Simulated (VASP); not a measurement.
Here is a VASP 6.6.1 calculation.

File POSCAR:

```
TaN
1.0
    2.9217699809      0.0000000000      0.0000000000
   -1.4608849905      2.5303270275      0.0000000000
    0.0000000000      0.0000000000      5.9165150000
Ta N
2 2
Direct
    0.0000000000      0.0000000000      0.5000000000
    0.0000000000      0.0000000000      0.0000000000
    0.3333333333      0.6666666667      0.2500000000
    0.6666666667      0.3333333333      0.7500000000
```

Contents of INCAR.step1:

```
PREC     = Accurate       # precision mode
ENCUT    = 520            # plane-wave cutoff, eV
EDIFF    = 1E-5           # SCF threshold, eV
ISMEAR   = -1             # smearing method
SIGMA    = 0.05           # smearing width, eV
LREAL    = F              # projectors in reciprocal space
LASPH    = T              # aspherical terms in the spheres
NELM     = 80             # most SCF steps
ALGO     = Normal         # electronic algorithm
ISIF     = 2              # what is computed and relaxed
LWAVE    = T              # write WAVECAR
LCHARG   = F              # write CHGCAR
LMAXMIX  = 4              # l up to which the mixer works
GGA      = PE             # functional
```

File INCAR.step2:

```
PREC     = Accurate       # precision mode
ENCUT    = 520            # plane-wave cutoff, eV
EDIFF    = 1E-6           # SCF threshold, eV
ISMEAR   = -1             # smearing method
SIGMA    = 0.05           # smearing width, eV
LREAL    = F              # projectors in reciprocal space
LASPH    = T              # aspherical terms in the spheres
NELM     = 80             # most SCF steps
ALGO     = Normal         # electronic algorithm
ISIF     = 2              # what is computed and relaxed
LWAVE    = F              # write WAVECAR
LCHARG   = F              # write CHGCAR
LMAXMIX  = 4              # l up to which the mixer works
METAGGA  = LMBJ           # meta-GGA
ISTART   = 1
```

KPOINTS

```
regular mesh
0
Gamma
  10 10 5
```

File KPOINTS_OPT:

```
path GMKGALHA,LM,KH
10
line-mode
reciprocal
 0.0000000000  0.0000000000  0.0000000000  G
 0.5000000000  0.0000000000  0.0000000000  M

 0.5000000000  0.0000000000  0.0000000000  M
 0.3333333333  0.3333333333  0.0000000000  K

 0.3333333333  0.3333333333  0.0000000000  K
 0.0000000000  0.0000000000  0.0000000000  G

 0.0000000000  0.0000000000  0.0000000000  G
 0.0000000000  0.0000000000  0.5000000000  A

 0.0000000000  0.0000000000  0.5000000000  A
 0.5000000000  0.0000000000  0.5000000000  L

 0.5000000000  0.0000000000  0.5000000000  L
 0.3333333333  0.3333333333  0.5000000000  H

 0.3333333333  0.3333333333  0.5000000000  H
 0.0000000000  0.0000000000  0.5000000000  A

 0.5000000000  0.0000000000  0.5000000000  L
 0.5000000000  0.0000000000  0.0000000000  M

 0.3333333333  0.3333333333  0.0000000000  K
 0.3333333333  0.3333333333  0.5000000000  H
```

Potentials or basis: VASP PAW PBE potentials, release 64 (Ta_pv, N).

Launch:

```console
$ cat potpaw_PBE.64/Ta_pv/POTCAR potpaw_PBE.64/N/POTCAR > POTCAR
$ cp INCAR.step1 INCAR
$ mpirun -np 1 vasp_std > vasp.out
$ cp INCAR.step2 INCAR
$ mpirun -np 1 vasp_std > vasp.out
```

(1) Predict the band gap along the path.

## Answers

(1) none (metal or under the smearing width).

Caveat: spin-orbit coupling is left out, which moves the levels of the heavy elements.
